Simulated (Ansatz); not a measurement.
CsPbI3: carrier doping

The reference is CsPbI3 in the cubic perovskite structure (space group Pm-3m, No. 221; a = 6.3327 Å).

Carriers are added at fixed cell with a uniform background; the Fermi–Dirac width is that of 300 K.

Computed with Kohn–Sham DFT with the r2SCAN functional, run in Ansatz (a quantum-chemistry and plane-wave program) with PAW and 500 eV plane waves, without spin-orbit coupling.

Candidates:
(a) holes 3.0×10^21 cm⁻³
(b) electrons 3.0×10^21 cm⁻³
(c) electrons 2.0×10^21 cm⁻³

For the base:

- Gap between the host's bands: 1.70 eV

### Question
Order them by gap between the host's bands, highest first.

### Answer
(b) electrons 3.0×10^21 cm⁻³ (1.79 eV), (c) electrons 2.0×10^21 cm⁻³ (1.77 eV), (a) holes 3.0×10^21 cm⁻³ (1.71 eV)

Carriers are added with a uniform compensating background; total energy and stress of such cells depend on the potential's zero and are not compared; many-body gap narrowing is missing at this level. With I and Pb present, leaving out spin-orbit coupling can change the band edges. Whether these cells are dynamically stable was not tested. Many cubic perovskites are stable only at high temperature; tilts and polar distortions were not tested. This is not the structure that CsPbI3 has at room temperature and ambient pressure.
